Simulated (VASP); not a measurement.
# Sb (Pm-3m) in VASP: notebook, part 2 of 2

VASP 6.6.1. The steps go on from the part before.

## (3) Equation of state, PBEsol, 27.79 Å³/atom (a relaxed cell with its volume scaled by 0.96)

Input file INCAR:

```
PREC     = Accurate       # precision mode
ENCUT    = 520            # plane-wave cutoff, eV
EDIFF    = 1E-6           # SCF threshold, eV
ISMEAR   = -1             # smearing method
SIGMA    = 0.05           # smearing width, eV
LREAL    = False          # projectors in reciprocal space
LASPH    = True           # aspherical terms in the spheres
NELM     = 100            # most SCF steps
ALGO     = Fast           # electronic algorithm
ISIF     = 2              # what is computed and relaxed
LWAVE    = False          # write WAVECAR
LCHARG   = False          # write CHGCAR
GGA      = PS             # functional
```

Input file KPOINTS:

```
regular mesh
0
Gamma
  8 8 8
```

Input file POSCAR:

```
Sb                                      
1.0
    3.0288754375     -0.0000000000     -0.0000000000
   -0.0000000000      3.0288754375     -0.0000000000
    0.0000000000     -0.0000000000      3.0288754375
  Sb            
     1
Direct
     0.0000000000000000    0.0000000000000000    0.0000000000000000
```

Potentials or basis: VASP PAW PBE potentials, release 64 (Sb).

The run is started by

```
cat potpaw_PBE.64/Sb/POTCAR > POTCAR
mpirun -np 1 vasp_std > vasp.out
```

OUTCAR:

```text
PREC = Accurate
   ENCUT = 520
   EDIFF = 1E-6
   ISMEAR = -1
   LREAL = False
   LASPH = True
   NELM = 100
   ISIF = 2
   GGA = PS

 ion  position               nearest neighbor table
   1  0.000  0.000  0.000-

  LATTYP: Found a simple cubic cell.
 ALAT       =     3.0288754375

  Lattice vectors:

 A1 = (   3.0288754375,   0.0000000000,   0.0000000000)
 A2 = (   0.0000000000,   3.0288754375,   0.0000000000)
[... 395 lines left out ...]
      4      10.9285      0.00000
      5      13.3487      0.00000
      6      17.7230      0.00000

 [... further k-points ...]

------------------------ aborting loop because EDIFF is reached ----------------------------------------

  FORCE on cell =-STRESS in cart. coord.  units (eV):
  Direction    XX          YY          ZZ          XY          YZ          ZX
  --------------------------------------------------------------------------------------
  -------------------------------------------------------------------------------------
  Total        0.4999045      0.4999045      0.4999045      0.0000000      0.0000000      0.0000000
  in kB       28.8239440     28.8239440     28.8239440      0.0000000      0.0000000      0.0000000
  external PRESSURE =      28.8239440 kB  Pullay stress =       0.0000000 kB

 VOLUME and BASIS-vectors are now :
 -----------------------------------------------------------------------------
  energy-cutoff  :      520.00
  volume of cell :       27.79
      direct lattice vectors                 reciprocal lattice vectors
     3.028875437  0.000000000  0.000000000     0.330155538  0.000000000  0.000000000
     0.000000000  3.028875437  0.000000000     0.000000000  0.330155538  0.000000000
     0.000000000  0.000000000  3.028875437     0.000000000  0.000000000  0.330155538

 POSITION                                       TOTAL-FORCE (eV/Angst)
 -----------------------------------------------------------------------------------
      0.00000      0.00000      0.00000         0.000000      0.000000      0.000000
 -----------------------------------------------------------------------------------
    total drift:                               -0.000000      0.000000      0.000000

  FREE ENERGIE OF THE ION-ELECTRON SYSTEM (eV)
  ---------------------------------------------------
  free  energy   TOTEN  =        -4.5087515714 eV

  energy  without entropy=       -4.5008164947  energy(sigma->0) =       -4.50478403
```

stdout:

```text
POSCAR found type information on POSCAR Sb
 POSCAR found :  1 types and       1 ions
 scaLAPACK will be used
 -----------------------------------------------------------------------------
|                                                                             |
|                                                                             |
|     You enforced a specific xc type in the INCAR file but a different       |
|     I HOPE YOU KNOW WHAT YOU ARE DOING!                                     |
|                                                                             |
 -----------------------------------------------------------------------------

 LDA part: xc-table for (Slater+PW92), standard interpolation
 POSCAR, INCAR and KPOINTS ok, starting setup
 FFT: planning ... GRIDC
 FFT: planning ... GRID_SOFT
 FFT: planning ... GRID
 WAVECAR not read
 entering main loop
```

Run time: 4.5 s. Hardware: 1 thread of Intel Xeon Platinum 8259CL at 2.50GHz (Skylake/Cascade Lake), shared host; peak memory 0.13 GiB.

Results:

| Item | Value |
| --- | --- |
| Free energy | -4.5088 eV |
| Pressure | 2.9 GPa |
| Band gap on the k mesh | none (metal or under the smearing width) |

Caveat: the PAW data sets were made with another functional, which shifts forces and pressure a little.

## (4) Equation of state, PBEsol, 28.37 Å³/atom (a relaxed cell with its volume scaled by 0.98)

INCAR is that of step 3.

KPOINTS is that of step 3.

Input file POSCAR:

```
Sb                                      
1.0
    3.0497648937     -0.0000000000     -0.0000000000
   -0.0000000000      3.0497648937     -0.0000000000
    0.0000000000     -0.0000000000      3.0497648937
  Sb            
     1
Direct
     0.0000000000000000    0.0000000000000000    0.0000000000000000
```

The run is started by

```
cat potpaw_PBE.64/Sb/POTCAR > POTCAR
mpirun -np 1 vasp_std > vasp.out
```

Run time: 4.5 s. Hardware: 1 thread of Intel Xeon Platinum 8259CL at 2.50GHz (Skylake/Cascade Lake), shared host; peak memory 0.13 GiB.

Results (log left out):

```
Free energy            : -4.5164 eV
Pressure               : 1.4 GPa
Band gap on the k mesh : none (metal or under the smearing width)
```

Caveat: the PAW data sets were made with another functional, which shifts forces and pressure a little.

## (5) Equation of state, PBEsol, 28.94 Å³/atom

INCAR is that of step 4.

KPOINTS is that of step 4.

Input file POSCAR:

```
Sb                                      
1.0
    3.0703720384     -0.0000000000     -0.0000000000
   -0.0000000000      3.0703720384     -0.0000000000
    0.0000000000     -0.0000000000      3.0703720384
  Sb            
     1
Direct
     0.0000000000000000    0.0000000000000000    0.0000000000000000
```

The run is started by

```
cat potpaw_PBE.64/Sb/POTCAR > POTCAR
mpirun -np 1 vasp_std > vasp.out
```

It took 4 s on 1 thread of Intel Xeon Platinum 8259CL at 2.50GHz (Skylake/Cascade Lake), shared host; peak memory 0.13 GiB.

The run converged. Its results:

- Free energy: -4.5188 eV
- Pressure: 0.0 GPa
- Band gap on the k mesh: none (metal or under the smearing width)

Caveat: the PAW data sets were made with another functional, which shifts forces and pressure a little.

## (6) Equation of state, PBEsol, 29.52 Å³/atom (a relaxed cell with its volume scaled by 1.02)

INCAR is that of step 5.

KPOINTS is that of step 5.

Input file POSCAR:

```
Sb                                      
1.0
    3.0907062206     -0.0000000000     -0.0000000000
   -0.0000000000      3.0907062206     -0.0000000000
    0.0000000000     -0.0000000000      3.0907062206
  Sb            
     1
Direct
     0.0000000000000000    0.0000000000000000    0.0000000000000000
```

Potentials or basis: VASP PAW PBE potentials, release 64 (Sb).

The run is started by

```
cat potpaw_PBE.64/Sb/POTCAR > POTCAR
mpirun -np 1 vasp_std > vasp.out
```

Run time: 4.2 s. Hardware: 1 thread of Intel Xeon Platinum 8259CL at 2.50GHz (Skylake/Cascade Lake), shared host; peak memory 0.13 GiB.

The run converged. Its results:

| Property | Result |
| --- | --- |
| Free energy | -4.5165 eV |
| Pressure | -1.3 GPa |
| Band gap on the k mesh | none (metal or under the smearing width) |

Caveat: the PAW data sets were made with another functional, which shifts forces and pressure a little.

## (7) Equation of state, PBEsol, 30.10 Å³/atom (a relaxed cell with its volume scaled by 1.04)

INCAR is that of step 6.

KPOINTS is that of step 6.

Input file POSCAR:

```
Sb                                      
1.0
    3.1107763039     -0.0000000000     -0.0000000000
   -0.0000000000      3.1107763039     -0.0000000000
    0.0000000000     -0.0000000000      3.1107763039
  Sb            
     1
Direct
     0.0000000000000000    0.0000000000000000    0.0000000000000000
```

The run is started by

```
cat potpaw_PBE.64/Sb/POTCAR > POTCAR
mpirun -np 1 vasp_std > vasp.out
```

Wall time 4.2 s (1 thread of Intel Xeon Platinum 8259CL at 2.50GHz (Skylake/Cascade Lake), shared host); peak memory 0.13 GiB.

Results (log left out):

```yaml
Free_energy: -4.5099 eV
Pressure: -2.4 GPa
Band_gap_on_the_k_mesh: none (metal or under the smearing width)
```

Caveat: the PAW data sets were made with another functional, which shifts forces and pressure a little.

## (8) Equation of state, PBEsol

This run uses another cell than the first one, of 28.94 Å³/atom, 0.917 times its volume.

Potentials or basis: VASP PAW PBE potentials, release 64 (Sb).

This step only gathers the single runs of the series.

Results:

| Property | Result |
| --- | --- |
| Equilibrium volume | 28.94 Å³/atom |
| Bulk modulus | 65 GPa |
| Pressure derivative of the bulk modulus | 4.3 (rough: it moves with the points fitted) |

Energy against volume, from the lowest point:
```
volume (Å³/atom)  energy (meV/atom)
          27.787              10.02
          28.366               2.40
          28.945               0.00
          29.524               2.32
          30.103               8.86
```

Caveat: the PAW data sets were made with another functional, which shifts forces and pressure a little. Spin-orbit coupling is left out, which matters for the levels of Sb.

## (9) For comparison

An earlier run on the cell as given: functional PBE; potentials or basis VASP PAW PBE potentials, release 64 (Sb); cutoff 520 eV; k mesh 8 × 8 × 8; occupations fermi-dirac, width 0.05 eV; no spin polarisation.

* Pressure: -2.3 GPa
* Band gap on the k mesh: none (metal or under the smearing width)
